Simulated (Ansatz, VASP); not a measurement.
# SiC in VASP and in Ansatz

```xyz
4
Lattice="3.0920 0.0000 0.0000 -1.5460 2.6778 0.0000 0.0000 0.0000 5.0739" Properties=species:S:1:pos:R:3 pbc="T T T"
Si    0.0000    1.7852    0.0232
Si    1.5460    0.8926    2.5601
C     0.0000    1.7852    1.9303
C     1.5460    0.8926    4.4672
```

Alike in both runs: functional PBE; k mesh 12 × 12 × 6; occupations gaussian, width 0.02 eV; no spin polarisation.

Ansatz relaxed the structure, and its values are those at the end. VASP's run is a single point on that final structure, the one shown.

```csv
,VASP,Ansatz
version,VASP 6.6.1,Ansatz 0.2.0
potentials or method,"VASP PAW PBE potentials, release 64 (Si, C)","scalar-relativistic, plane waves, PAW"
plane-wave cutoff (eV),520,520
valence electrons in the cell,16,16
```

```tsv
	VASP	Ansatz	Ansatz less VASP
gap on the k mesh at the Fermi level (eV)	2.31	2.31	+0.005
least direct gap on the mesh (eV)	3.94	3.95	+0.006
pressure (GPa)	0.0	0.0	+0.03
```

A k mesh can miss the band edges.
